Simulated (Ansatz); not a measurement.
**H on As (001)**

This session takes As and sets out to find where and how strongly H adsorbs.

Method: DFT PBE+D3(BJ), scalar-relativistic, plane waves, PAW, in Ansatz 0.2.0.

1 further run of the same task is left out (set aside as unsound or not needed).

**1. Starting point**

Symmetry: P3m1, No. 156, trigonal system. The conventional cell has a = 3.783 Å, b = 3.783 Å, c = 25.025 Å, α = 90.00°, β = 90.00°, γ = 120.00°. As (site symmetry 3m) is surrounded by 3 As at 2.54 Å. As (site symmetry 3m) is surrounded by 3 As at 2.53 Å. As (site symmetry 3m) is surrounded by 3 As at 2.55 Å.

As a file:

```cif
data_structure
_symmetry_space_group_name_H-M 'P 1'
_symmetry_Int_Tables_number 1
_cell_length_a 3.7829
_cell_length_b 3.7829
_cell_length_c 25.0247
_cell_angle_alpha 90.000
_cell_angle_beta 90.000
_cell_angle_gamma 120.000
_cell_volume 310.13
loop_
_atom_site_label
_atom_site_type_symbol
_atom_site_fract_x
_atom_site_fract_y
_atom_site_fract_z
_atom_site_occupancy
As1 As 0.33333 0.66667 0.33966 1
As2 As 0.66667 0.33333 0.39110 1
As3 As 0.00000 0.00000 0.47428 1
As4 As 0.33333 0.66667 0.52560 1
As5 As 0.66667 0.33333 0.61008 1
As6 As 0.00000 0.00000 0.66230 1
```

Planes are indexed in the bulk's conventional cell (R-3m (No. 166)), a = 3.783 Å, b = 3.783 Å, c = 10.106 Å, α = 90.00°, β = 90.00°, γ = 120.00°.

This (001) slab, 8.0 Å thick as cut, with 17 Å of vacuum; its outer planes are As (top) and As (bottom), was relaxed beforehand with its lower half held: -29138.6809 eV, work function 4.50 eV (top face), 4.51 eV (bottom face).

**2. H put at a top (As) site**

File input.yaml:

```yaml
crystal:
  lattice:
    - [3.7828824949, 0.0, 0.0]
    - [-1.8914412475, 3.2760723401, 0.0]
    - [0.0, 0.0, 27.0246822174]
  atoms:
    - { symbol: As, position: [0.3333333333, 0.6666666667, 0.3145272877] }
    - { symbol: As, position: [0.6666666667, 0.3333333333, 0.3621548853] }
    - { symbol: As, position: [0.0, 0.0, 0.4391829909] }
    - { symbol: As, position: [0.3333333333, 0.6666666667, 0.4866983554] }
    - { symbol: As, position: [0.6666666667, 0.3333333333, 0.5649327863] }
    - { symbol: As, position: [0.0, 0.0, 0.613282944] }
    - { symbol: H, position: [0.0, 0.0, 0.6687877595] }
basis:
  ecutwfc: 420
kpoints:
  mp_grid: { grid: [9, 9, 1] }
hamiltonian:
  xc: pbe
  dispersion: d3bj
scf:
  occupations: { method: gaussian, width: 0.1 }
output:
  forces: true
  eigenvalues: true
relax:
  adjacent_minimum: "off"
  f_tol: 0.03
  max_steps: 70
  constraints: [{ sites: [0, 1, 2] }]
efield:
  axis: 3
  dipole_correction: true
```

Further runs follow: start: H, hollow (nearest As); H put at a bridge (As-As) site.

**Question.** What will these runs give? Wanted: H: lowest end.

As calculated:

```
     quantity                                                                 value
H: lowest end  E_ads -1.09 eV, from the bridge (As-As) start, 0 bonded, 0.53 Å high
```

What this shows: H binds with 1.09 eV at best, though no slab atom lies within bonding distance; the ends span 0.19 eV. It raises the work function by 0.18 eV; the change of the slab's dipole explains only a small part of that. The slab runs have no spin polarisation, while the free adsorbate has its spin; a moment that survived on the surface would lower E_ads. A start on a symmetric site keeps its symmetry, so an end may be a saddle point and not a minimum.
